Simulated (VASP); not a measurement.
A run of VASP 6.6.1 is set up as follows.

The input INCAR:

```
PREC     = Accurate       # precision mode
ENCUT    = 520            # plane-wave cutoff, eV
EDIFF    = 1E-6           # SCF threshold, eV
ISMEAR   = -1             # smearing method
SIGMA    = 0.02           # smearing width, eV
LREAL    = False          # projectors in reciprocal space
LASPH    = True           # aspherical terms in the spheres
NELM     = 100            # most SCF steps
ALGO     = Normal         # electronic algorithm
ISIF     = 2              # what is computed and relaxed
LWAVE    = False          # write WAVECAR
LCHARG   = False          # write CHGCAR
GGA      = PS             # functional
NBANDS   = 15             # bands
```

The input KPOINTS:

```
Automatic mesh
0
Gamma
  6 6 6
```

POSCAR

```
KCl
1.0
    0.0000000000      3.1216036878      3.1216036878
    3.1216036878      0.0000000000      3.1216036878
    3.1216036878      3.1216036878      0.0000000000
K Cl
1 1
Direct
    0.0000000000      0.0000000000      0.0000000000
    0.5000000000      0.5000000000      0.5000000000
```

Potentials or basis: VASP PAW PBE potentials, release 64 (K_sv, Cl).

Command:

```console
$ cat potpaw_PBE.64/K_sv/POTCAR potpaw_PBE.64/Cl/POTCAR > POTCAR
$ mpirun -np 1 vasp_std > vasp.out
```

Q: What does it give for the band gap on the k mesh?

A: 5.10 eV, direct.

Q: Estimate the pressure.

A: 0.0 GPa.

Caveat: the PAW data sets were made with another functional, which shifts forces and pressure a little.

**What was measured.**

From a printed reference work, monograph, for a bulk crystal of KCl: band gap 8.68 eV.

Against the measured gap of KCl, 8.68 eV (a printed reference work, monograph), the calculated 5.10 eV is off by -3.58 eV. The value is that of PBEsol, without temperature or zero-point motion. Semilocal functionals fall short of measured gaps as a rule.
